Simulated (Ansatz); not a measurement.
Crystal: BN.

```xyz
4
Lattice="2.5539 0.0000 0.0000 -1.2770 2.2118 0.0000 0.0000 0.0000 4.2269" Properties=species:S:1:pos:R:3 pbc="T T T"
N     0.0000    1.4745    0.5295
N     1.2770    0.7373    2.6430
B     0.0000    1.4745    2.1123
B     1.2770    0.7373    4.2257
```

Measurements of this composition are mostly on another form, of space group No. 194.

Base run:

| Quantity | Value |
| --- | --- |
| Program | Ansatz 0.2.0 |
| Functional | PBEsol |
| Potentials or basis | all-electron LAPW, scalar-relativistic |
| Cutoff | 409 eV |
| Density cutoff | 1635 eV |
| Basis error allowed | 0.002 eV/atom |
| k mesh | 12 × 12 × 6 |
| Occupations | fermi-dirac, width 0.05 eV |
| Spin | no spin polarisation |

Its results: band gap on the k mesh 4.98 eV, indirect (least direct gap 8.15 eV); pressure -5.9 GPa; largest force 0.013 eV/Å.

Task: The run is repeated on the same cell with these changes: functional from PBEsol to PBE. What comes out?

Result: Band gap on the k mesh 5.20 eV, indirect (least direct gap 8.24 eV); pressure 0.0 GPa; largest force 0.017 eV/Å.

PBE binds less tightly than PBEsol, so the same cell stands under more pressure.

Not every run made on this cell is shown here.
